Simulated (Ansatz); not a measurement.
C under changes of volume

One of the cells (5.672 Å³/atom); the others are scaled copies at fixed shape and fractional positions:

```
C
1.0
     2.52210    0.00000    0.00000
    -1.26105    2.18420    0.00000
     0.00000    0.00000   12.35570
C
12
Direct
  0.66667 0.33333 0.35417
  0.33333 0.66667 0.85417
  0.66667 0.33333 0.14583
  0.33333 0.66667 0.64583
  0.66667 0.33333 0.47917
  0.33333 0.66667 0.97917
  0.66667 0.33333 0.02083
  0.33333 0.66667 0.52083
  0.00000 0.00000 0.81250
  0.00000 0.00000 0.31250
  0.00000 0.00000 0.68750
  0.00000 0.00000 0.18750
```

This is a hexagonal form of diamond, not graphite.

| Item | Value |
| --- | --- |
| Program | Ansatz 0.2.0 |
| Functional | rPW86-PBE |
| Potentials or basis | Ansatz PAW |
| Cutoff | 420 eV (not typed: the program's choice for these potentials) |
| k mesh | 12 × 12 × 3 |
| Occupations | fermi-dirac, width 0.05 eV |
| Spin | no spin polarisation |

```csv
volume (Å³/atom),energy over the lowest point (meV/atom),pressure (GPa),gap on the mesh (eV),largest force (eV/Å)
5.332,54.23,40.2,4.81,0.362
5.445,29.88,28.9,4.75,0.348
5.559,?,?,?,?
5.672,3.36,9.1,4.64,0.322
5.786,0.00,0.6,4.58,0.311
5.899,2.41,-7.3,4.52,0.301
6.012,10.10,-14.4,4.47,0.291
```

What does the run at 5.559 Å³/atom give?

Energy over the lowest point 13.13 meV/atom; pressure 18.5 GPa; gap on the mesh 4.69 eV; largest force 0.335 eV/Å.

Worked out: A Birch-Murnaghan fit of order 3 (a polynomial in V^(-2/3)) to the other rows has its minimum at 5.79 Å³/atom with B0 = V·E''(V) = 415 GPa and B' = 3.8 at fixed shape and positions, which overstates the stiffness. It gives 13.06 meV/atom at 5.559 Å³/atom, against the run's 13.13, and -dE/dV = 18.5 GPa, against 18.5. A straight line through the other rows of the gap, of slope -2.84 eV per unit of ln V, gives 4.69 eV, against the run's 4.69.

Energies are extrapolated to zero smearing.

Caveats: odd divisions of the mesh miss points on the zone boundary, where band edges often lie, so the gap on the mesh can be too wide; the PAW data sets come from PBE, with cores solved anew for the run's functional, which leaves a small shift of forces and pressure.

A mesh can miss the band edges.
